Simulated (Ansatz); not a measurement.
# A defect in a wire: zigzag graphene nanoribbon (N = 4, H edges), vacancy of one C, part 3 of 5

Wanted: the relaxed defect and the transmission past it, beside the channels of the perfect wire.

Ansatz 0.2.0; DFT PBE, plane waves, PAW; relaxation of a wire's period (the session's first sound run).

So far, conductance of the lead as this run defines it (G₀): step 3 (bands of the perfect wire) 1.1e-4.

### 4. Relaxing the junction

This step: DFT PBE, plane waves, PAW; relaxation of a junction in a wire, ends held (Ansatz 0.2.0).

System of this step: zigzag graphene nanoribbon (N = 4, H edges), vacancy of one C. The cell holds 89 atoms: 18 H and 71 C. Cell: a = 16.240 Å, b = 7.000 Å, c = 22.167 Å, α = 90.0°, β = 90.0°, γ = 90.0°. Regions: held atoms, 60 atoms (12 H and 48 C); free atoms, 29 atoms (6 H and 23 C). Vacuum lies along a and b. The structure's axis is c.

29 atoms at the defect are free to relax, while 60 stay where the perfect wire has them, so that the ends still repeat as a lead. The cutoff is set under the files' recommended one to save time.

File input.yaml:

```yaml
crystal:
  lattice:
    - [16.24, 0.0, 0.0]
    - [0.0, 7.0, 0.0]
    - [0.0, 0.0, 22.1668344728]
  atoms:
    - { symbol: H, position: [0.214197948, 0.5, 0.0] }
    - { symbol: C, position: [0.281445857, 0.5, 0.0], spin: 0.16 }
    - { symbol: C, position: [0.455799876, 0.5, 0.0] }
    - { symbol: C, position: [0.54420007, 0.5, 0.0] }
    - { symbol: C, position: [0.718554168, 0.5, 0.0], spin: -0.16 }
    - { symbol: H, position: [0.785802104, 0.5, 0.0] }
    - { symbol: C, position: [0.323388452, 0.5, 0.055555556], spin: -0.07 }
    - { symbol: C, position: [0.412357156, 0.5, 0.055555556], spin: 0.08 }
    - { symbol: C, position: [0.587642813, 0.5, 0.055555556], spin: -0.08 }
    - { symbol: C, position: [0.676611555, 0.5, 0.055555556], spin: 0.07 }
    - { symbol: H, position: [0.214197948, 0.5, 0.111111111] }
    - { symbol: C, position: [0.281445857, 0.5, 0.111111111], spin: 0.16 }
    - { symbol: C, position: [0.455799876, 0.5, 0.111111111] }
    - { symbol: C, position: [0.54420007, 0.5, 0.111111111] }
    - { symbol: C, position: [0.718554168, 0.5, 0.111111111], spin: -0.16 }
    - { symbol: H, position: [0.785802104, 0.5, 0.111111111] }
    - { symbol: C, position: [0.323388452, 0.5, 0.166666667], spin: -0.07 }
    - { symbol: C, position: [0.412357156, 0.5, 0.166666667], spin: 0.08 }
    - { symbol: C, position: [0.587642813, 0.5, 0.166666667], spin: -0.08 }
    - { symbol: C, position: [0.676611555, 0.5, 0.166666667], spin: 0.07 }
    - { symbol: H, position: [0.214197948, 0.5, 0.222222222] }
    - { symbol: C, position: [0.281445857, 0.5, 0.222222222], spin: 0.16 }
    - { symbol: C, position: [0.455799876, 0.5, 0.222222222] }
    - { symbol: C, position: [0.54420007, 0.5, 0.222222222] }
    - { symbol: C, position: [0.718554168, 0.5, 0.222222222], spin: -0.16 }
    - { symbol: H, position: [0.785802104, 0.5, 0.222222222] }
    - { symbol: C, position: [0.323388452, 0.5, 0.277777778], spin: -0.07 }
    - { symbol: C, position: [0.412357156, 0.5, 0.277777778], spin: 0.08 }
    - { symbol: C, position: [0.587642813, 0.5, 0.277777778], spin: -0.08 }
    - { symbol: C, position: [0.676611555, 0.5, 0.277777778], spin: 0.07 }
    - { symbol: H, position: [0.214197948, 0.5, 0.333333333] }
    - { symbol: C, position: [0.281445857, 0.5, 0.333333333], spin: 0.16 }
    - { symbol: C, position: [0.455799876, 0.5, 0.333333333] }
    - { symbol: C, position: [0.54420007, 0.5, 0.333333333] }
    - { symbol: C, position: [0.718554168, 0.5, 0.333333333], spin: -0.16 }
    - { symbol: H, position: [0.785802104, 0.5, 0.333333333] }
    - { symbol: C, position: [0.323388452, 0.5, 0.388888889], spin: -0.07 }
    - { symbol: C, position: [0.412357156, 0.5, 0.388888889], spin: 0.08 }
    - { symbol: C, position: [0.587642813, 0.5, 0.388888889], spin: -0.08 }
    - { symbol: C, position: [0.676611555, 0.5, 0.388888889], spin: 0.07 }
    - { symbol: H, position: [0.214197948, 0.5, 0.444444444] }
    - { symbol: C, position: [0.281445857, 0.5, 0.444444444], spin: 0.16 }
    - { symbol: C, position: [0.457647167, 0.507142857, 0.444444444], spin: 0.6 }
    - { symbol: C, position: [0.718554168, 0.5, 0.444444444], spin: -0.16 }
    - { symbol: H, position: [0.785802104, 0.5, 0.444444444] }
    - { symbol: C, position: [0.323388452, 0.5, 0.5], spin: -0.07 }
    - { symbol: C, position: [0.412357156, 0.5, 0.5], spin: 0.08 }
    - { symbol: C, position: [0.587642813, 0.5, 0.5], spin: -0.08 }
    - { symbol: C, position: [0.676611555, 0.5, 0.5], spin: 0.07 }
    - { symbol: H, position: [0.214197948, 0.5, 0.555555556] }
    - { symbol: C, position: [0.281445857, 0.5, 0.555555556], spin: 0.16 }
    - { symbol: C, position: [0.455799876, 0.5, 0.555555556] }
    - { symbol: C, position: [0.54420007, 0.5, 0.555555556] }
    - { symbol: C, position: [0.718554168, 0.5, 0.555555556], spin: -0.16 }
    - { symbol: H, position: [0.785802104, 0.5, 0.555555556] }
    - { symbol: C, position: [0.323388452, 0.5, 0.611111111], spin: -0.07 }
    - { symbol: C, position: [0.412357156, 0.5, 0.611111111], spin: 0.08 }
    - { symbol: C, position: [0.587642813, 0.5, 0.611111111], spin: -0.08 }
    - { symbol: C, position: [0.676611555, 0.5, 0.611111111], spin: 0.07 }
    - { symbol: H, position: [0.214197948, 0.5, 0.666666667] }
    - { symbol: C, position: [0.281445857, 0.5, 0.666666667], spin: 0.16 }
    - { symbol: C, position: [0.455799876, 0.5, 0.666666667] }
    - { symbol: C, position: [0.54420007, 0.5, 0.666666667] }
    - { symbol: C, position: [0.718554168, 0.5, 0.666666667], spin: -0.16 }
    - { symbol: H, position: [0.785802104, 0.5, 0.666666667] }
    - { symbol: C, position: [0.323388452, 0.5, 0.722222222], spin: -0.07 }
    - { symbol: C, position: [0.412357156, 0.5, 0.722222222], spin: 0.08 }
    - { symbol: C, position: [0.587642813, 0.5, 0.722222222], spin: -0.08 }
    - { symbol: C, position: [0.676611555, 0.5, 0.722222222], spin: 0.07 }
    - { symbol: H, position: [0.214197948, 0.5, 0.777777778] }
    - { symbol: C, position: [0.281445857, 0.5, 0.777777778], spin: 0.16 }
    - { symbol: C, position: [0.455799876, 0.5, 0.777777778] }
    - { symbol: C, position: [0.54420007, 0.5, 0.777777778] }
    - { symbol: C, position: [0.718554168, 0.5, 0.777777778], spin: -0.16 }
    - { symbol: H, position: [0.785802104, 0.5, 0.777777778] }
    - { symbol: C, position: [0.323388452, 0.5, 0.833333333], spin: -0.07 }
    - { symbol: C, position: [0.412357156, 0.5, 0.833333333], spin: 0.08 }
    - { symbol: C, position: [0.587642813, 0.5, 0.833333333], spin: -0.08 }
    - { symbol: C, position: [0.676611555, 0.5, 0.833333333], spin: 0.07 }
    - { symbol: H, position: [0.214197948, 0.5, 0.888888889] }
    - { symbol: C, position: [0.281445857, 0.5, 0.888888889], spin: 0.16 }
    - { symbol: C, position: [0.455799876, 0.5, 0.888888889] }
    - { symbol: C, position: [0.54420007, 0.5, 0.888888889] }
    - { symbol: C, position: [0.718554168, 0.5, 0.888888889], spin: -0.16 }
    - { symbol: H, position: [0.785802104, 0.5, 0.888888889] }
    - { symbol: C, position: [0.323388452, 0.5, 0.944444444], spin: -0.07 }
    - { symbol: C, position: [0.412357156, 0.5, 0.944444444], spin: 0.08 }
    - { symbol: C, position: [0.587642813, 0.5, 0.944444444], spin: -0.08 }
    - { symbol: C, position: [0.676611555, 0.5, 0.944444444], spin: 0.07 }
magnetization:
  spin_polarized: true
kpoints:
  mp_grid: { grid: [1, 1, 2] }
scf:
  occupations: { method: fermi_dirac, width: 0.1 }
hamiltonian:
  xc: pbe
relax:
  constraints:
    - { sites: [0, 1, 2, 3, 4, 5, 6, 7, 8, 9, 10, 11, 12, 13, 14, 15, 16, 17, 18, 19, 20, 21, 22, 23, 24, 25, 26, 27, 28, 29, 59, 60, 61, 62, 63, 64, 65, 66, 67, 68, 69, 70, 71, 72, 73, 74, 75, 76, 77, 78, 79, 80, 81, 82, 83, 84, 85, 86, 87, 88] }
  f_tol: 0.06
  max_steps: 35
basis:
  ecutwfc: "350 eV"
```

On the command line:

```bash
$ ansatz run input.yaml --threads 4 --pin off --max-ram 16384MiB --backend cpu --events-out ev --progress --plain --runs-dir out
```

Numbers of over 12 decimals in the logs are rounded to 6 here.

Output:

```text
[...]
Warning: crystal.symmetry: narrowed to the stabiliser of the relax constraints — unitary ops 2 → 1; lowered at sites 26, 27, 28, 29, 55, 56, 57, 58 (the operations that carried what is held of a site onto what its image site leaves free; the constrained walk keeps no symmetry that its constraints do not admit)
[...]
Crystal: 89 atoms, lattice volume = 2519.926 Å³
Basis set: ecut = 350 eV, 37487 PW (Γ), exchange–correlation on 200×90×288 points (8 copies of the dense FFT grid, shifted against one another)
Bands: 244, of which v1, the nominal top of the filled ones, is band 151 counted from 1 (150 counted from 0)
Symmetry: 1 space group operations
k-points: 2
[...]
Starting moments: Σ|m| = 6.18 μB on 55 of 89 sites
[...]
SCF iter   1: F=—  HF=-18138.647269 eV  |F-HF|=—  |Δ(HF+E_count)|=         —  Δρ=3.57e-2 (↑3.56e-2 ↓3.57e-2)  dr2=1.36e2  dr2_m=1.28e-1  M=-0.238 μB ∫|m|=2.576 μB  β_m=0.30  ethr=3.10e-3  ⟨swp⟩=6.5  Hψ=4598  notcnv=0  defer=224
[...]
spin=Collinear: LDOS preconditioning applied to the charge; magnetization (m = ρ↑ − ρ↓) channel mixes plain (no charge-response kernel on spin).
SCF iter   2: F=—  HF=-18106.826200 eV  |F-HF|=—  |Δ(HF+E_count)|=    3.18e1  Δρ=2.25e-2 (↑2.23e-2 ↓2.25e-2)  dr2=5.15e1  dr2_m=6.16e-2  M=-0.152 μB ∫|m|=2.683 μB  β_m=0.30  ethr=3.10e-3  ⟨swp⟩=2.0  Hψ=1804  notcnv=0  defer=296
[...]
SCF iter  16: F=—  HF=-18088.635258 eV  |F-HF|=—  |Δ(HF+E_count)|=   3.93e-3  Δρ=4.89e-4 (↑4.89e-4 ↓4.80e-4)  dr2=2.28e-4  dr2_m=5.38e-3  M=0.029 μB ∫|m|=4.421 μB  β_m=0.30  ethr=3.91e-7  ⟨swp⟩=2.2  Hψ=1196  notcnv=0  defer=294
[...]
spin-set hold released at iteration 16 (site moments' squared step at or under half its running peak, from the soft ceiling on): the magnetisation degrees of freedom join the quasi-Newton model from the next iteration; the mixer history was flushed
SCF iter  17: F=—  HF=-18088.638982 eV  |F-HF|=—  |Δ(HF+E_count)|=   3.72e-3  Δρ=5.07e-4 (↑5.07e-4 ↓4.46e-4)  dr2=1.32e-3  dr2_m=5.16e-3  M=0.037 μB ∫|m|=4.548 μB  β_m=0.65  ethr=7.54e-8  ⟨swp⟩=3.0  Hψ=1443  notcnv=0  defer=291
[...]
SCF iter  33: F=-18088.665582 eV  HF=-18088.665586 eV  |F-HF|=3.59e-6  |Δ(HF+E_count)|=   3.76e-7  Δρ=9.36e-6 (↑9.36e-6 ↓4.46e-6)  dr2=5.05e-6  dr2_m=6.76e-7  M=0.095 μB ∫|m|=6.030 μB  ethr=6.56e-9  ⟨swp⟩=3.0  Hψ=1908  notcnv=0
SCF 1 converged in 33 iterations: F = -18088.665582 eV  dr2 = 5.05e-6
[...]
relax step   1: F+E_penalty+E_count = -18088.66558227 eV  Δ(F+E_penalty+E_count) = +0.000e0 eV  max|allowed force component| = 2.085e0 eV/Å  Δτ_max = 0.0000 Å  (33 SCF iters, dr2 threshold 9.00e-5 eV, accepted)
[...]
SCF iter  12: F=-18088.922676 eV  HF=-18088.922678 eV  |F-HF|=1.29e-6  |Δ(HF+E_count)|=   1.59e-5  Δρ=8.93e-6 (↑8.93e-6 ↓8.51e-6)  dr2=3.96e-6  dr2_m=1.15e-6  M=0.053 μB ∫|m|=6.036 μB  ethr=4.03e-9  ⟨swp⟩=1.0  Hψ=2333  notcnv=0
the starting moments were not kept: 3 of 55 ended reversed and 52 kept their direction, counting a site from 0.1 of the cell's largest site moment. The largest reversed, site 38 (counted from 0, in the order of the report's site_moments_mub), started with -0.08 μB and closes at +1.0e-1 μB in its sphere.
SCF 2 converged in 12 iterations: F = -18088.922676 eV  dr2 = 3.96e-6
[...]
relax step   2: F+E_penalty+E_count = -18088.92267646 eV  Δ(F+E_penalty+E_count) = -2.571e-1 eV  max|allowed force component| = 1.431e0 eV/Å  Δτ_max = 0.0385 Å  (12 SCF iters, dr2 threshold 1.00e-4 eV, accepted)
[...]
SCF iter  10: F=-18088.789279 eV  HF=-18088.789281 eV  |F-HF|=1.30e-6  |Δ(HF+E_count)|=   9.87e-6  Δρ=1.03e-5 (↑1.03e-5 ↓9.74e-6)  dr2=4.31e-6  dr2_m=1.83e-6  M=0.134 μB ∫|m|=6.240 μB  ethr=6.06e-9  ⟨swp⟩=1.0  Hψ=2292  notcnv=0
[...]
SCF 3 converged in 10 iterations: F = -18088.789279 eV  dr2 = 4.31e-6
[...]
relax step   3: F+E_penalty+E_count = -18088.78927943 eV  Δ(F+E_penalty+E_count) = +1.334e-1 eV  max|allowed force component| = 2.591e0 eV/Å  Δτ_max = 0.1286 Å  (10 SCF iters, dr2 threshold 1.00e-4 eV, rejected (line search))
[... from here on, the SCF cycles and remarks between the steps are left out ...]
relax step   4: F+E_penalty+E_count = -18089.08359636 eV  Δ(F+E_penalty+E_count) = -1.609e-1 eV  max|allowed force component| = 4.103e-1 eV/Å  Δτ_max = 0.0510 Å  (16 SCF iters, accepted)
relax step   5: F+E_penalty+E_count = -18089.09754153 eV  Δ(F+E_penalty+E_count) = -1.395e-2 eV  max|allowed force component| = 4.602e-1 eV/Å  Δτ_max = 0.0302 Å  (9 SCF iters, dr2 threshold 1.38e-5 eV, accepted)
relax step   6: F+E_penalty+E_count = -18089.10912897 eV  Δ(F+E_penalty+E_count) = -1.159e-2 eV  max|allowed force component| = 2.875e-1 eV/Å  Δτ_max = 0.0572 Å  (10 SCF iters, dr2 threshold 1.74e-5 eV, accepted)
relax step   7: F+E_penalty+E_count = -18089.11720084 eV  Δ(F+E_penalty+E_count) = -8.072e-3 eV  max|allowed force component| = 1.621e-1 eV/Å  Δτ_max = 0.0189 Å  (6 SCF iters, dr2 threshold 3.23e-5 eV, accepted)
relax step   8: F+E_penalty+E_count = -18089.14070282 eV  Δ(F+E_penalty+E_count) = -2.350e-2 eV  max|allowed force component| = 4.418e-1 eV/Å  Δτ_max = 0.0569 Å  (9 SCF iters, dr2 threshold 8.35e-6 eV, accepted)
relax step   9: F+E_penalty+E_count = -18089.19490713 eV  Δ(F+E_penalty+E_count) = -5.420e-2 eV  max|allowed force component| = 6.289e-1 eV/Å  Δτ_max = 0.0705 Å  (8 SCF iters, dr2 threshold 6.20e-5 eV, accepted)
relax step  10: F+E_penalty+E_count = -18089.27794922 eV  Δ(F+E_penalty+E_count) = -8.304e-2 eV  max|allowed force component| = 6.264e-1 eV/Å  Δτ_max = 0.0727 Å  (12 SCF iters, dr2 threshold 1.00e-4 eV, accepted)
relax step  11: F+E_penalty+E_count = -18089.43388389 eV  Δ(F+E_penalty+E_count) = -1.559e-1 eV  max|allowed force component| = 6.468e-1 eV/Å  Δτ_max = 0.1944 Å  (8 SCF iters, dr2 threshold 1.00e-4 eV, accepted)
relax step  12: F+E_penalty+E_count = -18089.48426183 eV  Δ(F+E_penalty+E_count) = -5.038e-2 eV  max|allowed force component| = 5.880e-1 eV/Å  Δτ_max = 0.1029 Å  (7 SCF iters, dr2 threshold 1.00e-4 eV, accepted)
relax step  13: F+E_penalty+E_count = -18089.48649943 eV  Δ(F+E_penalty+E_count) = -2.238e-3 eV  max|allowed force component| = 5.175e-1 eV/Å  Δτ_max = 0.0449 Å  (6 SCF iters, dr2 threshold 1.00e-4 eV, accepted)
[...]
Internal energy: -18089.228013 eV  (E = F + TS)
E sigma→0 (E₀):  -18089.365481 eV
Entropy (-TS):   -0.274936 eV (-3.089 meV/atom)
Fermi energy:    -1.187459 eV
[...]
--- Forces (eV/Å), atoms counted from 1 ---
  atom   1  H     -0.03949374     0.00004140     0.00047480
  atom   2  C      0.04943195     0.00018990     0.01219100
  atom   3  C      0.00146938    -0.00021319    -0.00014373
  atom   4  C      0.00000576     0.00331952    -0.01839877
  atom   5  C     -0.02403669     0.00064364    -0.00999552
  atom   6  H      0.03888377    -0.00020515    -0.00015177
  atom   7  C     -0.02589525     0.00075601    -0.02723311
  atom   8  C      0.04530208    -0.00007190     0.03523925
  atom   9  C     -0.01132323    -0.00639360     0.02994651
  atom  10  C      0.01048815    -0.00439874     0.02916500
  atom  11  H     -0.03705323    -0.00015603     0.00140607
  atom  12  C      0.02244381     0.00019300     0.03288101
  atom  13  C      0.02955807     0.00880564    -0.08938007
  atom  14  C     -0.02234286    -0.00768341    -0.05225713
  atom  15  C     -0.01877396    -0.00872539    -0.07097861
  atom  16  H      0.03937514     0.00134222    -0.00138365
  atom  17  C     -0.04508787    -0.01043311     0.04450305
  atom  18  C      0.06655119     0.00128710     0.18834431
  atom  19  C      0.02501843     0.05485585     0.05573331
  atom  20  C      0.00230921     0.02128565     0.07340571
  atom  21  H     -0.04889407     0.00346134    -0.01103442
  atom  22  C     -0.23395007    -0.00949433     0.23720672
  atom  23  C      0.06637242    -0.09165009    -0.08022144
  atom  24  C      0.13437342     0.14834823    -0.08403037
  atom  25  C     -0.09459574     0.11451784    -0.22511233
  atom  26  H      0.03332617    -0.00811078    -0.00583684
  atom  27  C      0.73740895     0.16133025     0.72694886
  atom  28  C      0.45800901    -0.07598759     1.09171526
  atom  29  C      0.76205262    -0.25493558    -1.32362008
  atom  30  C      0.14675203    -0.08244410    -0.49793685
  atom  31  H      0.00127333     0.00053244     0.00024843
  atom  32  C      0.00484954    -0.00029050    -0.00627242
  atom  33  C     -0.01945737    -0.00324297     0.00087398
  atom  34  C     -0.00847616     0.00389205    -0.02489222
  atom  35  C      0.02499197     0.00153048     0.02889527
  atom  36  H     -0.00978765    -0.00280323    -0.00235105
  atom  37  C      0.00371883    -0.00960524    -0.01674895
  atom  38  C      0.00532999     0.01139061    -0.01441643
  atom  39  C      0.04983143     0.00592780     0.02655872
  atom  40  C     -0.02603801    -0.00847160     0.01936009
[...]
atom  78  C      0.00403508     0.00047367     0.02743441
  atom  79  C      0.00737985     0.00257430    -0.04497816
  atom  80  H     -0.04017616     0.00003928    -0.00077516
  atom  81  C      0.05957325    -0.00009398    -0.08376601
  atom  82  C     -0.00652681    -0.00003903     0.02992384
  atom  83  C      0.00554734    -0.00173147    -0.02635746
  atom  84  C     -0.02573302     0.00142869     0.01681141
  atom  85  H      0.03838655     0.00009225     0.00004293
  atom  86  C      0.00800808    -0.00026185     0.02845853
  atom  87  C      0.01274484    -0.00028580    -0.01227836
  atom  88  C      0.00540160     0.00030670     0.02282076
  atom  89  C     -0.00534746     0.00063489    -0.00878889
  max |Σ_I F_I| component: 1.96e-5 eV/Å
--- Relaxed structure (16 steps of the walk, 15 accepted, 0 SCFs on fresh bases) ---
  F+E_penalty+E_count = -18089.50294869 eV   max|allowed force component| = 4.983e-2 eV/Å
  atoms:
    - { symbol: H, position: [0.214198, 0.5, -5.0561781977245275e-11] }
    - { symbol: C, position: [0.281445857, 0.5, -5.0561781977245275e-11] }
    - { symbol: C, position: [0.455800, 0.5, -5.0561781977245275e-11] }
    - { symbol: C, position: [0.544200, 0.5, -5.0561781977245275e-11] }
    - { symbol: C, position: [0.718554168, 0.5, -5.0561781977245275e-11] }
    - { symbol: H, position: [0.785802104, 0.5, -5.0561781977245275e-11] }
    - { symbol: C, position: [0.323388452, 0.5, 0.055556] }
    - { symbol: C, position: [0.412357156, 0.5, 0.055556] }
    - { symbol: C, position: [0.587642813, 0.5, 0.055556] }
    - { symbol: C, position: [0.676611555, 0.5, 0.055556] }
    - { symbol: H, position: [0.214198, 0.5, 0.111111] }
    - { symbol: C, position: [0.281445857, 0.5, 0.111111] }
    - { symbol: C, position: [0.455800, 0.5, 0.111111] }
    - { symbol: C, position: [0.544200, 0.5, 0.111111] }
    - { symbol: C, position: [0.718554168, 0.5, 0.111111] }
    - { symbol: H, position: [0.785802104, 0.5, 0.111111] }
    - { symbol: C, position: [0.323388452, 0.5, 0.166667] }
    - { symbol: C, position: [0.412357156, 0.5, 0.166667] }
    - { symbol: C, position: [0.587642813, 0.5, 0.166667] }
    - { symbol: C, position: [0.676611555, 0.5, 0.166667] }
    - { symbol: H, position: [0.214198, 0.5, 0.222222] }
    - { symbol: C, position: [0.281445857, 0.5, 0.222222] }
    - { symbol: C, position: [0.455800, 0.5, 0.222222] }
    - { symbol: C, position: [0.544200, 0.5, 0.222222] }
    - { symbol: C, position: [0.718554168, 0.5, 0.222222] }
    - { symbol: H, position: [0.785802104, 0.5, 0.222222] }
    - { symbol: C, position: [0.323388452, 0.5, 0.277778] }
    - { symbol: C, position: [0.412357156, 0.5, 0.277778] }
    - { symbol: C, position: [0.587642813, 0.5, 0.277778] }
    - { symbol: C, position: [0.676611555, 0.5, 0.277778] }
    - { symbol: H, position: [0.221653, 0.502375, 0.340486] }
    - { symbol: C, position: [0.288744, 0.502552, 0.336084] }
    - { symbol: C, position: [0.457541, 0.495556, 0.334181] }
    - { symbol: C, position: [0.544909, 0.481732, 0.332365] }
    - { symbol: C, position: [0.720279, 0.498338, 0.332314] }
    - { symbol: H, position: [0.787301, 0.513376, 0.332523] }
    - { symbol: C, position: [0.333906, 0.505425, 0.391580] }
    - { symbol: C, position: [0.424950, 0.504293, 0.393831] }
    - { symbol: C, position: [0.592072, 0.446257, 0.381703] }
    - { symbol: C, position: [0.676415, 0.479355, 0.386565] }
    - { symbol: H, position: [0.219755, 0.507097, 0.441704] }
    - { symbol: C, position: [0.286926, 0.505889, 0.444519] }
    - { symbol: C, position: [0.470419, 0.506545, 0.453548] }
    - { symbol: C, position: [0.708994, 0.503066, 0.444421] }
    - { symbol: H, position: [0.775275, 0.520751, 0.450521] }
    - { symbol: C, position: [0.325756, 0.502893, 0.500510] }
    - { symbol: C, position: [0.414384, 0.502292, 0.502175] }
    - { symbol: C, position: [0.564840, 0.507026, 0.494849] }
    - { symbol: C, position: [0.656587, 0.509938, 0.494911] }
    - { symbol: H, position: [0.214351, 0.501611, 0.553907] }
    - { symbol: C, position: [0.281625, 0.501446, 0.555297] }
[...]
- { symbol: H, position: [0.770766, 0.515138, 0.543792] }
[...]
- { symbol: H, position: [0.214198, 0.5, 0.666667] }
[...]
- { symbol: H, position: [0.785802104, 0.5, 0.666667] }
[...]
- { symbol: H, position: [0.214198, 0.5, 0.777778] }
[...]
- { symbol: H, position: [0.785802104, 0.5, 0.777778] }
    - { symbol: C, position: [0.323388452, 0.5, 0.833333] }
    - { symbol: C, position: [0.412357156, 0.5, 0.833333] }
    - { symbol: C, position: [0.587642813, 0.5, 0.833333] }
    - { symbol: C, position: [0.676611555, 0.5, 0.833333] }
    - { symbol: H, position: [0.214198, 0.5, 0.888889] }
    - { symbol: C, position: [0.281445857, 0.5, 0.888889] }
    - { symbol: C, position: [0.455800, 0.5, 0.888889] }
    - { symbol: C, position: [0.544200, 0.5, 0.888889] }
    - { symbol: C, position: [0.718554168, 0.5, 0.888889] }
    - { symbol: H, position: [0.785802104, 0.5, 0.888889] }
    - { symbol: C, position: [0.323388452, 0.5, 0.944444] }
    - { symbol: C, position: [0.412357156, 0.5, 0.944444] }
    - { symbol: C, position: [0.587642813, 0.5, 0.944444] }
    - { symbol: C, position: [0.676611555, 0.5, 0.944444] }
[key lines of the parts left out:]
SCF converged after 8 iterations
Magnetization: 0.3831 μB (151.1916 up, 150.8084 down)
Free energy (F): -18089.502949 eV
```

Run time: 11 min. Hardware: 4 threads of Arm Neoverse V2, shared host; peak memory 7.2 GiB; 40 min of CPU time.

(Part 3 of 5 ends here.)

[Logs are printed without paths, hosts, clocks, repeated set-up lines and the standing remarks that a program may print on its own settings, such as how far it seeks lower states.]

[Hosts, paths, dates, database ids (printed as entryN), source tags and the programs' standing remarks are cut or masked in the printed files.]
